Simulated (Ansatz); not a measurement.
**KI: response to a displaced atom**

KI is deformed so: atom 1 (K) moved by (0.035, 0.035, 0.000) Å. What stress and forces result, by LAPW, PAW and all-electron datasets made for the crystal?

Computed with Ansatz 0.2.0 (DFT PBE, scalar-relativistic, unless a step's input says otherwise).

2 further runs of the same task are left out: 1 that didn't finish, 1 set aside as unsound or not needed.

## (1) The structure to begin with

It takes space group Fm-3m (No. 225, cubic). The conventional cell has a = 7.180 Å, b = 7.180 Å, c = 7.180 Å, α = 90.00°, β = 90.00°, γ = 90.00°. K (site symmetry m-3m) has 6 I at 3.59 Å as nearest neighbours. Around I (site symmetry m-3m) lie 6 K at 3.59 Å.

As a file:

```
CELL_PARAMETERS angstrom
0.00000 3.59003 3.59003
3.59003 0.00000 3.59003
3.59003 3.59003 0.00000
ATOMIC_POSITIONS crystal
K 0.00000 0.00000 0.00000
I 0.50000 0.50000 0.50000
```

Atoms are numbered in the order of the input: K1, I2.

## (2) The deformed structure

Space group Fm-3m before, Imm2 after.

## (3) Full-potential LAPW

Input file input.yaml:

```yaml
crystal:
  lattice:
    - [0.0, 3.5900284935, 3.5900284935]
    - [3.5900284935, 0.0, 3.5900284935]
    - [3.5900284935, 3.5900284935, 0.0]
  atoms:
    - { symbol: K, position: [0.0, 0.0, 0.0098481113] }
    - { symbol: I, position: [0.5, 0.5, 0.5] }
kpoints:
  mp_grid: { grid: [10, 10, 10] }
scf:
  occupations: { method: fermi_dirac, width: 0.03 }
hamiltonian:
  xc: pbe
  pseudopotentials: { kind: all_electron, lapw: { basis_error: 0.0005 } }
output:
  forces: true
  stress: true
  eigenvalues: true
```

Run with:

```bash
ansatz run input.yaml --threads 1 --pin off --max-ram 2048MiB --backend cpu --events-out ev --progress --plain --runs-dir out
```

## (4) PAW with frozen cores

input.yaml: that of step 3 with these lines changed.

```diff
@@ -14,3 +14,3 @@
   xc: pbe
-  pseudopotentials: { kind: all_electron, lapw: { basis_error: 0.0005 } }
+  pseudopotentials: { kind: paw }
 output:
@@ -19 +19,6 @@
   eigenvalues: true
+  efg: { contact_densities: true }
+  write_density: true
+  write_potential: true
+  elf: true
+  volumetric_format: npy
```

## (5) Datasets made for this crystal

input.yaml: that of step 4 with these lines changed.

```diff
@@ -14,3 +14,3 @@
   xc: pbe
-  pseudopotentials: { kind: paw }
+  pseudopotentials: { kind: all_electron, datasets: crystal }
 output:
@@ -20,5 +20 @@
   efg: { contact_densities: true }
-  write_density: true
-  write_potential: true
-  elf: true
-  volumetric_format: npy
```

(Steps that only read results are left out.)

What does the calculation give? Wanted: pressure; largest shear or deviatoric stress; force on K1 along the move.

As calculated:

```
                                 quantity                                           value
                                 pressure  LAPW 0.02, PAW 0.02, crystal datasets 0.02 GPa
largest shear or deviatoric stress (LAPW)                                        0.01 GPa
               force on K1 along the move                                     -0.043 eV/Å
```

What this shows: K1 feels a force against its move, a stiffness of 0.85 eV/Å² with all periodic images moving together. No run of the undeformed cell stands beside it, so the pressure holds what the given cell had before the change. PAW: stress within 0.01 GPa of LAPW, forces within 1 meV/Å. Crystal datasets: stress within 0.01 GPa of LAPW, forces within 1 meV/Å. Spin-orbit coupling is left out, though the cell holds I; in elements this heavy it can shift bands and gaps by tenths of an eV.

The gaps are Kohn-Sham values of a semilocal functional, not quasiparticle or optical gaps. Such gaps usually fall short of the measured ones; spin-orbit coupling, left out here, narrows gaps with I, so the two errors partly cancel.
